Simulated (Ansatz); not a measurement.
## A series in volume per atom on BaO

Results calculated with Ansatz 0.2.0, not measured. Periodic Kohn-Sham DFT of a crystal at fixed atoms; pressure and stress are positive in compression; the energy is the free energy less that of spherical unpolarised free atoms; site moments are those in the method's own spheres, positive along +z.

Cell of the first row (space group Fm-3m, No. 225):
```
BaO
1.0
      0.0000     2.6939     2.6939
      2.6939     0.0000     2.6939
      2.6939     2.6939     0.0000
Ba O
1 1
Direct
  0.00000 0.00000 0.00000
  0.50000 0.50000 0.50000
```

Settings of every row: method frozen-core PAW; functional LDA; relativity scalar; k mesh 9x9x9; filling fermi-dirac; smearing width 0.02 eV; wave cutoff 420 eV; paw set soft_2.

Atom start moment: 0 on all atoms.

Limits: PAW files made with PBE; no spin-orbit coupling on heavy atoms.

```
row  volume per atom (Å³)  pressure (GPa)
  1                19.549            2.33
  2                19.965           0.394
  3                20.381          -1.331
  4                20.589          -2.121
  5                20.797          -2.867
  6                21.005               ?
  7                21.213          -4.235
  8                21.629          -5.452
  9                22.045          -6.535
```

Question: what pressure should row 6 give?

Worked fit of pressure. Take u = (V_r/V)^(2/3) − 1 with V_r = 20.693 Å³ an atom, which is twice the finite (Eulerian) strain; such expansions in the strain, on which the Birch-Murnaghan equation of state is built, carry the rest volume and the bulk modulus. The shown rows have u = 0.03864, 0.02416, 0.01018, 0.00336, -0.00334, -0.01641, -0.02906, -0.04132. Least squares give pressure = −2.4993 + 111.3 × u + 342.35 × u² + 303 × u³ GPa; a parabola predicts inner rows, each left out in turn, worse (root mean square 0.0047 against 0.00046 GPa). The rows lie off it by 0.000, 0.000, -0.001, 0.000, 0.000, 0.000, 0.000, 0.000. The pressure vanishes at u = 0.0211, or V = 20.06 Å³ an atom, and there the bulk modulus at fixed shape and fractions is B = −V dP/dV = (2/3)(1 + u) dP/du = 85.9 GPa. The withheld row has u = -0.00993, so the fit gives −2.4993 + 111.3 × (-0.00993) + 342.35 × (-0.00993)² + 303 × (-0.00993)³ = -3.571 GPa.

The calculation gave -3.571 GPa. The fit meets it to the printed digit.
